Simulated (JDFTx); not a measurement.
Runs of JDFTx 1.7.0 (patched build) on MnO. It takes space group Fm-3m (No. 225, cubic). Conventional cell: a = 4.448 Å, b = 4.448 Å, c = 4.448 Å, α = 90.00°, β = 90.00°, γ = 90.00°. Around Mn (site symmetry m-3m) lie 6 O at 2.22 Å. Around O (site symmetry m-3m) lie 6 Mn at 2.22 Å. The cell is a database's computed one.

```csv
task,level,potentials or basis,cell,k mesh,local potential set to -Z/r beyond,SCF threshold on the energy,further solve for the empty bands,pseudo rcut,mesh quality,gap on the mesh (eV),pressure (GPa),moment (μB)
single point,BLYP,PseudoDojo-SR-PBE-0.5-standard with smoothed tails,as given,10 × 10 × 10,6 bohr,1e-09 Ha,yes,6,not flagged,none,5.1,(b)
single point,revPBE,PseudoDojo-SR-PBE-0.5-standard with smoothed tails,as given,10 × 10 × 10,6 bohr,1e-09 Ha,yes,6,not flagged,none,4.8,4.87
single point,PBE,PseudoDojo-SR-PBE-0.5-standard,as given,10 × 10 × 10,-,1e-09 Ha,yes,-,not flagged,none,0.5,4.83
single point,PBE,PseudoDojo-SR-PBE-0.5-standard with smoothed tails,as given,10 × 10 × 10,6 bohr,1e-09 Ha,yes,6,not flagged,none,0.5,4.83
relaxation of cell and atoms,PBEsol,PseudoDojo-SR-PBEsol-0.4.1-standard,relaxed,5 × 5 × 5,-,1e-10 Ha,no,-,coarse,none,0.0,4.24
single point,RPBE,PseudoDojo-SR-PBE-0.5-standard with smoothed tails,as given,10 × 10 × 10,6 bohr,1e-09 Ha,yes,6,not flagged,none,6.2,4.88
single point,PBEsol,PseudoDojo-SR-PBEsol-0.4.1-standard with smoothed tails,as given,10 × 10 × 10,6 bohr,1e-09 Ha,yes,6,not flagged,none,-6.8,4.80
single point,LDA,PseudoDojo-SR-LDA-0.4.1-standard with smoothed tails,as given,10 × 10 × 10,6 bohr,1e-09 Ha,yes,6,not flagged,none,-16.0,(a)
```

Alike in all rows: spin collinear, ferromagnetic start; cutoff (eV) 1306; smearing fermi-dirac 0.05 eV.

Task: Estimate the missing entries.

Result: (a) 4.65; (b) 4.79.

Caveats: some runs use coarse meshes; a cell with one magnetic atom can't hold antiferromagnetic order, which such compounds often take; semilocal functionals often make such compounds metallic where correlation or magnetic order opens a gap, which also shifts bond lengths; the potentials were made for another functional, which shifts forces and pressure (some runs); so large a pressure means that the cell lies far from this level's equilibrium, or that cutoff or potentials fall short (some runs).

A k mesh can miss the band edges.

A gap of «none» marks a metal or a gap under the smearing width.

Not every run made on this cell is shown here.
